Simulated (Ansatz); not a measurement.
**Relaxation of Zn15Se17**

Computed with DFT PBE, scalar-relativistic, plane waves, PAW (Ansatz). (420 eV cutoff, 2×2×2 k-mesh, shifted by half a step, Gaussian smearing of 0.01 eV, no spin polarisation)

What was changed: Se on a Zn site (Wyckoff letter a), charge +2, atoms relaxed at the host's cell.

In a supercell of 32 atoms the defect feels its periodic images.

Spin polarisation was left out.

Command:

```bash
ansatz run input.yaml --threads 4 --pin off --max-ram 10240MiB --backend cpu --events-out ev --progress --plain --runs-dir out
```

Input:

```yaml
crystal:
  lattice:
    - [5.7317611761, 5.7317611761, -5.7317611761]
    - [-5.7317611761, 5.7317611761, 5.7317611761]
    - [5.7317611761, -5.7317611761, 5.7317611761]
  atoms:
    - { symbol: Se, position: [0.4992077824, 0.4495478851, 0.002876443] }
    - { symbol: Zn, position: [0.2390874678, 0.5037912373, 0.2499657045] }
    - { symbol: Zn, position: [-0.0017252958, 0.4977939282, 0.498999418] }
    - { symbol: Zn, position: [0.4995907003, 0.7547150593, 0.7521368025] }
    - { symbol: Zn, position: [0.7494553974, 0.503909497, 0.7402947846] }
    - { symbol: Zn, position: [0.2515211912, 0.7545603108, 0.0002072171] }
    - { symbol: Zn, position: [0.0096922926, 0.7640595825, 0.2604469426] }
    - { symbol: Zn, position: [0.4995644667, -0.0008615554, 0.5016246144] }
    - { symbol: Zn, position: [0.7600972393, 0.7643325692, 0.5104643959] }
    - { symbol: Zn, position: [0.2463647329, -0.0079541087, 0.7471612106] }
    - { symbol: Zn, position: [0.0008222839, -0.0009263843, 0.0002692221] }
    - { symbol: Zn, position: [0.4995687641, 0.2449739254, 0.253532695] }
    - { symbol: Zn, position: [0.7475815993, 0.0025849637, 0.2482299555] }
    - { symbol: Zn, position: [0.2497192666, 0.254045035, 0.4902928431] }
    - { symbol: Zn, position: [-0.0104785341, 0.2539727382, 0.7503598042] }
    - { symbol: Zn, position: [0.7527995994, 0.2452531829, 0.0003543813] }
    - { symbol: Se, position: [0.5004397594, 0.7574256961, 1.0012917037] }
    - { symbol: Se, position: [0.250604458, 0.7539959829, 0.2496192997] }
    - { symbol: Se, position: [-0.0026439007, 0.7471581753, 0.4979726672] }
    - { symbol: Se, position: [0.4995762814, 1.003131468, 0.7512097739] }
    - { symbol: Se, position: [0.7488432218, 0.7538788047, 0.7510437561] }
    - { symbol: Se, position: [0.2503972461, 1.0029649822, 1.0003054192] }
    - { symbol: Se, position: [-0.0019690613, 0.0030544972, 0.2494249183] }
    - { symbol: Se, position: [0.4995839137, 0.2495464248, 0.5027021867] }
    - { symbol: Se, position: [0.7485488301, 0.002987269, 0.4986052752] }
    - { symbol: Se, position: [0.2226162883, 0.2293761034, 0.7267006308] }
    - { symbol: Se, position: [0.0017882042, 0.2493745807, 0.0001916896] }
    - { symbol: Se, position: [0.4988811214, 0.5032751116, 0.2715269406] }
    - { symbol: Se, position: [0.7487311014, 0.252127547, 0.2494467929] }
    - { symbol: Se, position: [0.2502813364, 0.5046253112, 0.5017943086] }
    - { symbol: Se, position: [0.001106319, 0.5045920668, 0.7509543048] }
    - { symbol: Se, position: [0.7736590091, 0.5074604322, 0.0013485185] }
  host:
    lattice:
      - [0.0, 2.865880588, 2.865880588]
      - [2.865880588, 0.0, 2.865880588]
      - [2.865880588, 2.865880588, 0.0]
    atoms:
      - { symbol: Zn, position: [0.0, 0.0, 0.0] }
      - { symbol: Se, position: [0.75, 0.75, 0.75] }
total_charge: 2
basis:
  ecutwfc: 420
  xc_grid: 2
kpoints:
  mp_grid: { grid: [2, 2, 2], shift: [0.5, 0.5, 0.5] }
hamiltonian:
  xc: pbe
scf:
  occupations: { method: gaussian, width: 0.01 }
output:
  forces: true
  stress: false
  eigenvalues: true
  charged_corrections:
    defect_position: [0.5, 0.5, 0.0]
    epsilon: [[10.789, 0.0, 0.0], [0.0, 10.789, 0.0], [0.0, 0.0, 10.789]]
relax:
  adjacent_minimum: "off"
  f_tol: 0.025
  max_steps: 45
```

F is the free energy.

Steps:

```csv
step,F − F(1) (eV),largest force component (eV/Å)
1,0.0000,0.948
2,-0.3136,0.590
3,-0.4994,0.206
4,-0.5264,0.006
5,-0.5264,0.006
```

Relaxed structure:

```yaml
crystal:
  lattice:
    - [5.73176, 5.73176, -5.73176]
    - [-5.73176, 5.73176, 5.73176]
    - [5.73176, -5.73176, 5.73176]
  atoms:
    - { symbol: Se, position: [0.49945, 0.49967, 0.00032] }
    - { symbol: Zn, position: [0.23902, 0.50037, 0.24891] }
    - { symbol: Zn, position: [0.99941, 0.50010, 0.50032] }
    - { symbol: Zn, position: [0.49952, 0.74898, 0.74026] }
    - { symbol: Zn, position: [0.74809, 0.50042, 0.73999] }
    - { symbol: Zn, position: [0.23947, 0.74897, 0.00037] }
    - { symbol: Zn, position: [0.00852, 0.76081, 0.26078] }
    - { symbol: Zn, position: [0.49949, 0.00023, 0.50049] }
    - { symbol: Zn, position: [0.75984, 0.76074, 0.50927] }
    - { symbol: Zn, position: [0.25063, 0.99122, 0.75153] }
    - { symbol: Zn, position: [0.99962, 0.00020, 0.00036] }
    - { symbol: Zn, position: [0.49946, 0.24006, 0.24914] }
    - { symbol: Zn, position: [0.75960, 0.00907, 0.26044] }
    - { symbol: Zn, position: [0.25088, 0.25180, 0.49139] }
    - { symbol: Zn, position: [0.99045, 0.25174, 0.75175] }
    - { symbol: Zn, position: [0.74824, 0.24006, 0.00039] }
    - { symbol: Se, position: [0.49952, 0.76213, 0.00034] }
    - { symbol: Se, position: [0.24968, 0.75113, 0.25107] }
    - { symbol: Se, position: [0.99992, 0.74992, 0.50079] }
    - { symbol: Se, position: [0.49946, 0.99978, 0.74975] }
    - { symbol: Se, position: [0.75020, 0.75113, 0.75049] }
    - { symbol: Se, position: [0.24888, 0.99973, 0.00035] }
    - { symbol: Se, position: [0.00003, 0.00096, 0.25019] }
    - { symbol: Se, position: [0.49949, 0.24954, 0.49991] }
    - { symbol: Se, position: [0.74929, 0.00092, 0.50084] }
    - { symbol: Se, position: [0.23685, 0.23772, 0.73777] }
    - { symbol: Se, position: [0.99898, 0.24947, 0.00035] }
    - { symbol: Se, position: [0.49943, 0.50029, 0.26284] }
    - { symbol: Se, position: [0.75010, 0.25040, 0.25101] }
    - { symbol: Se, position: [0.24881, 0.50043, 0.49984] }
    - { symbol: Se, position: [0.99896, 0.50041, 0.74972] }
    - { symbol: Se, position: [0.76202, 0.50034, 0.00038] }
```

The run converged. It took 2.9 min on 4 threads of Arm Neoverse V2 (shared host), peak memory 3.7 GiB.